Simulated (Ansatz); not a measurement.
Al$_{3}$GaN$_{4}$: the gap under pressure

Al$_{3}$GaN$_{4}$, P-43m, a = 4.401 Å. The structure is a Materials Project entry; whether it is the stable form wasn't checked. Ansatz: r2SCAN, PAW, 500 eV, Γ-centred 6×6×6 mesh on 8 atoms, Gaussian smearing 0.02 eV; no spin polarisation. Cell and atoms are relaxed at each pressure, and no other structure is tried, so the rows at high pressure may lie past a change of phase. The gap is sought over the whole zone. The pressures are the targets, met within 0.05 GPa.

| P (GPa) | gap y (eV) |
| --- | --- |
| -2.0 | ? |
| 0.0 | 4.004 |
| 2.0 | 4.014 |
| 5.0 | 4.026 |
| 10.0 | 4.046 |
| 20.0 | 4.081 |

Fit y = E0 + αP + βP² to the other rows and predict the missing gap.

Least squares on the rows shown. y = 4.0044 + 0.0045140 P − 3.4372×10⁻⁵ P². So α = 4.5 meV/GPa at zero pressure. With a term in P³ added, the coefficient of P becomes 0.004773, 6 % more, which shows how far this figure hangs on the form. At P = -2.0 the fit asked for gives 3.995 eV. The run gave 3.985 eV, so the fit is 0.010 eV too high, 10 % of the span of the series, against an rms of 0.0004 eV on the fitted rows. The row lies outside the fitted range. With a term in P³ added, a fit to the same known rows predicts 3.994 eV, no real gain.

Semilocal functionals give gaps under the measured ones; changes of the gap mostly carry over better.